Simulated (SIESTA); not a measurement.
CdO (Monteponite):

```xyz
2
Lattice="0.0000 2.3495 2.3495 2.3495 0.0000 2.3495 2.3495 2.3495 0.0000" Properties=species:S:1:pos:R:3 pbc="T T T"
Cd    0.0000    0.0000    0.0000
O     2.3495    2.3495    2.3495
```

Base run:

```yaml
Program: SIESTA 5.4.2
Functional: vdW-DF-cx
Potentials_or_basis: PseudoDojo 0.4 standard (PBE files)
Basis: DZP (energy shift 0.003 Ry; two zetas on semicore shells)
Grid_cutoff: 800 Ry
Energy_shift: 0.003 Ry
k_mesh: 10 × 10 × 10
Occupations: fermi-dirac, width 0.05 eV
Spin: no spin polarisation
```

Its results: band gap on the k mesh none (metal or under the smearing width); pressure 1.5 GPa.

Problem. The run is repeated on the same cell with these changes: functional from vdW-DF-cx to LDA; potentials or basis from PseudoDojo 0.4 standard (PBE files) to PseudoDojo 0.4 standard (LDA files). What comes out?

Solution. Band gap on the k mesh none (metal or under the smearing width); pressure -5.1 GPa.

Caveats: the basis of atomic orbitals isn't converged, which shifts pressures, moduli and gaps; the potentials were made for another functional, which shifts forces and pressure (some runs).
